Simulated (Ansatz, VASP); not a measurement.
## Hg in VASP and in Ansatz

INCAR

```
PREC = Accurate
ENCUT = 520
EDIFF = 1E-7
ISMEAR = -1
SIGMA = 0.05
LREAL = False
LASPH = True
NELM = 80
ALGO = Normal
ISIF = 2
LWAVE = False
LCHARG = False
GGA = PE
NBANDS = 19
```

KPOINTS

```
Automatic mesh
0
Gamma
  14 14 8
```

POSCAR

```
Hg
1.0
    3.4812062818      0.0000000000      0.0000000000
   -1.7406031408      3.0148130758      0.0000000000
    0.0000000000      0.0000000000      5.4856371962
Hg
2
Direct
    0.3333333333      0.6666666667      0.2500000000
    0.6666666667      0.3333333333      0.7500000000
```

Input for Ansatz:

```yaml
crystal:
  lattice:
    - [3.4812062818, 0.0, 0.0]
    - [-1.7406031408, 3.0148130758, 0.0]
    - [0.0, 0.0, 5.4856371962]
  atoms:
    - { symbol: Hg, position: [0.3333333333, 0.6666666667, 0.25] }
    - { symbol: Hg, position: [0.6666666667, 0.3333333333, 0.75] }
kpoints:
  mp_grid: { grid: [14, 14, 8] }
scf:
  occupations: { method: fermi_dirac, width: 0.05 }
hamiltonian:
  xc: pbe
  pseudopotentials: { kind: paw }
output:
  forces: true
  stress: true
  eigenvalues: true
  populations: true
  write_density: true
  write_potential: true
  elf: true
  volumetric_format: npy
```

Change from the starting cell: volume scaled by 0.92, PAW files.

Alike in both runs: task single point; functional PBE; k mesh 14 × 14 × 8; occupations fermi-dirac, width 0.05 eV; no spin polarisation.

|  | VASP | Ansatz |
| --- | --- | --- |
| version | VASP 6.6.1 | Ansatz 0.2.0 |
| potentials or method | VASP PAW PBE potentials, release 64 (Hg) | PAW with Ansatz's default frozen-core files, scalar-relativistic |
| plane-wave cutoff (eV) | 520 | 420 |
| valence electrons in the cell | 24 | 40 |

```tsv
	VASP	Ansatz	Ansatz less VASP
pressure (GPa)	0.9	0.8	-0.09
```

The functional is the same, so the differences come from potentials, cutoffs and numerics. The two sets of potentials don't hold the same shells in valence.

Spin-orbit coupling is left out, which matters for the levels of Hg.
